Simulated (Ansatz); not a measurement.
Cost and result for the equilibrium volume of Si

**What was measured.** The equilibrium volume of Si (Fd-3m) is reported as 20.02 Å³/atom at 293.15 K (arxiv:1010.2317). The runs below try to reproduce it.

It takes space group Fd-3m (No. 227, cubic). Conventional cell: a = 5.444 Å, b = 5.444 Å, c = 5.444 Å, α = 90.00°, β = 90.00°, γ = 90.00°. Si (site symmetry -43m) has 4 Si at 2.36 Å as nearest neighbours.

| rung | level | program and potentials | cutoff (eV) | k mesh | smearing | task | core time | chip | equilibrium volume (Å³/atom) | miss | notes |
| --- | --- | --- | --- | --- | --- | --- | --- | --- | --- | --- | --- |
| LDA | LDA | Ansatz, Ansatz PAW | 420 | 8 × 8 × 8 | fermi-dirac 0.05 | relaxation of cell and atoms | 3.1 s | Arm Neoverse V1 | 19.70 | -1.6 % | potentials made for PBE, which Ansatz adapts in part |
| GGA | revPBE | Ansatz, Ansatz PAW | 420 | 8 × 8 × 8 | fermi-dirac 0.05 | relaxation of cell and atoms | 3.5 s | Arm Neoverse V1 | 20.72 | +3.5 % | potentials made for PBE, which Ansatz adapts in part |
| GGA | RPBE | Ansatz, Ansatz PAW | 420 | 8 × 8 × 8 | fermi-dirac 0.05 | relaxation of cell and atoms | 3.6 s | Arm Neoverse V1 | 20.81 | +3.9 % | potentials made for PBE, which Ansatz adapts in part |
| GGA | BLYP | Ansatz, Ansatz PAW | 420 | 8 × 8 × 8 | fermi-dirac 0.05 | relaxation of cell and atoms | 4.3 s | Arm Neoverse V1 | 21.16 | +5.7 % | potentials made for PBE, which Ansatz adapts in part |
| GGA | PBE | Ansatz, Ansatz PAW | 420 | 8 × 8 × 8 | fermi-dirac 0.05 | equation of state | 4.9 s | Intel Xeon Platinum 8488C Sapphire Rapids | 20.46 | +2.2 % | - |
| GGA | PBEsol | Ansatz, Ansatz PAW | 420 | 8 × 8 × 8 | fermi-dirac 0.05 | equation of state | 5.4 s | Intel Xeon | 20.06 | +0.2 % | potentials made for PBE, which Ansatz adapts in part |
| meta-GGA | r2SCAN | Ansatz, Ansatz PAW | 500 | 8 × 8 × 8 | fermi-dirac 0.05 | equation of state | 12 s | Intel Xeon Platinum 8488C Sapphire Rapids | 20.17 | +0.7 % | potentials made for PBE, which Ansatz adapts in part |

Times are single runs on shared hosts and different chips, so they are rough; meshes, cutoffs and the tasks' sizes weigh on the time. All rows: no spin polarisation. Smearing widths are in eV. Meshes are those of the run's cell of 2 atoms unless a note names another. Relaxations start from the cell shown or near it and stop with a little pressure left. The cell shown, of 20.16 Å³ an atom, is the runs' start and not the measured value. Misses use the values as printed. Runs on faulty files, with rough fits or with known faults for this quantity aren't shown. No row holds spin-orbit coupling.

By rung: LDA 19.70; GGA 20.06 to 21.16; meta-GGA 20.17 (Å³/atom). Measured: 20.02 Å³/atom at 293.15 K (arxiv:1010.2317). Closest is PBEsol (+0.2 %), and PBE misses by +2.2 % on plain settings. The runs are for a static lattice, while measurements hold temperature and zero-point motion.
